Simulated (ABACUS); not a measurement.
Write an ASE script for ABACUS 3.10.1 that does the following.

* Task: single point
* Functional: PBEsol
* Potentials or basis: PseudoDojo NC SR 0.5 PBE stringent
* Cutoff: 1361 eV
* Density cutoff: 5442 eV
* Basis: DZP LCAO (the cutoffs set its grid)
* k mesh: 10 × 10 × 10
* Occupations: fermi-dirac, width 0.05 eV
* Spin: no spin polarisation
* Orbital files: Au Au_confined-atom_7au_3s2p2d1f.orb
* Radial cutoff of the potentials (pseudo_rcut): 10 bohr
* SCF threshold on the density: 1e-07
* Max SCF steps: 100
* Eigensolver: genelpa
* Mixing: broyden
* Mixing share: 0.7
* Symmetry key: 1
* Bands: 20

The structure of Au lies in Au.cif:

```cif
data_Au
_cell_length_a 2.87792460
_cell_length_b 2.87792460
_cell_length_c 2.87792460
_cell_angle_alpha 60.00000000
_cell_angle_beta 60.00000000
_cell_angle_gamma 60.00000000
_space_group_name_H-M_alt 'P1'
_space_group_name_Hall 'P 1'
_space_group_IT_number 1
loop_
_space_group_symop_operation_xyz
'x,y,z'
loop_
_atom_site_label
_atom_site_type_symbol
_atom_site_symmetry_multiplicity
_atom_site_Wyckoff_symbol
_atom_site_fract_x
_atom_site_fract_y
_atom_site_fract_z
_atom_site_occupancy
Au1 Au 1 a 0.0000000000 0.0000000000 0.0000000000 1
```

One way to write it, as run:

run_abacus.py

```python
"""ABACUS run from a structure file: ASE reads it, the script writes STRU, KPT and INPUT."""
import re
import subprocess
from ase.io import read
from ase.units import Bohr

atoms = read("Au.cif")
atoms = atoms[(-atoms.numbers).argsort(kind="stable")]  # ABACUS lists atoms element by element
pseudo = {'Au': 'Au.upf'}
orbital = {'Au': 'Au_confined-atom_7au_3s2p2d1f.orb'}
magmoms = None
kmesh = [10, 10, 10]
params = {
    'suffix': 'Au',
    'calculation': 'scf',
    'basis_type': 'lcao',
    'pseudo_dir': './',
    'orbital_dir': './',
    'symmetry': 1,
    'dft_functional': 'pbesol',
    'ecutwfc': 100,
    'pseudo_rcut': 10,
    'nspin': 1,
    'nbands': 20,
    'ks_solver': 'genelpa',
    'smearing_method': 'fd',
    'smearing_sigma': 0.00367493,
    'scf_thr': 1e-07,
    'scf_nmax': 100,
    'mixing_type': 'broyden',
    'mixing_beta': 0.7,
    'cal_force': 1,
    'cal_stress': 1,
    'out_mul': 1,
    'out_chg': 1,
}

symbols = atoms.get_chemical_symbols()
elements = list(dict.fromkeys(symbols))
lines = ["ATOMIC_SPECIES"] + [f"{e} {atoms.get_masses()[symbols.index(e)]:.4f} {pseudo[e]}" for e in elements]
if orbital:
    lines += ["", "NUMERICAL_ORBITAL"] + [orbital[e] for e in elements]
lines += ["", "LATTICE_CONSTANT", f"{1 / Bohr:.10f}", "", "LATTICE_VECTORS"]
lines += [" ".join(f"{x:.10f}" for x in v) for v in atoms.cell]
lines += ["", "ATOMIC_POSITIONS", "Direct"]
for e in elements:
    lines += ["", e, "0.0", str(symbols.count(e))]
    for i, p in enumerate(atoms.get_scaled_positions(wrap=False)):
        if symbols[i] == e:
            mag = "" if magmoms is None else " mag " + " ".join(str(x) for x in (magmoms[i] if isinstance(magmoms[i], list) else [magmoms[i]]))
            lines.append(" ".join(f"{x:.10f}" for x in p) + " 1 1 1" + mag)
open("STRU", "w").write("\n".join(lines) + "\n")
open("KPT", "w").write("K_POINTS\n0\nGamma\n%d %d %d 0 0 0\n" % tuple(kmesh))
open("INPUT", "w").write("INPUT_PARAMETERS\n" + "".join(f"{k:<20s}{v}\n" for k, v in params.items()))

done = subprocess.run(['mpirun', '-np', '4', 'abacus'])
if done.returncode:
    raise SystemExit(done.returncode)
log = open("OUT.Au/running_scf.log").read()
print("final energy (eV):", re.findall(r"FINAL_ETOT_IS (\S+)", log))
```

Potentials or basis: PseudoDojo NC SR 0.5 PBE stringent, DZP LCAO (the cutoffs set its grid).

Launch:

```console
$ OMP_NUM_THREADS=1 python run_abacus.py > log
```

Results of the run:

| Quantity | Value |
| --- | --- |
| Pressure | 3.1 GPa |
| Band gap on the k mesh | none (metal or under the smearing width) |

Caveat: the atomic orbitals were generated for these runs and aren't a published set; the potentials were made for another functional, which shifts forces and pressure; the basis of atomic orbitals isn't converged, which shifts pressures, moduli and gaps.

Run time: 7.1 s on 4 MPI ranks on Intel(R) Xeon(R) Platinum 8259CL CPU @ 2.50GHz (Skylake/Cascade Lake), with other jobs on the host, peak memory 0.36 GiB a rank.
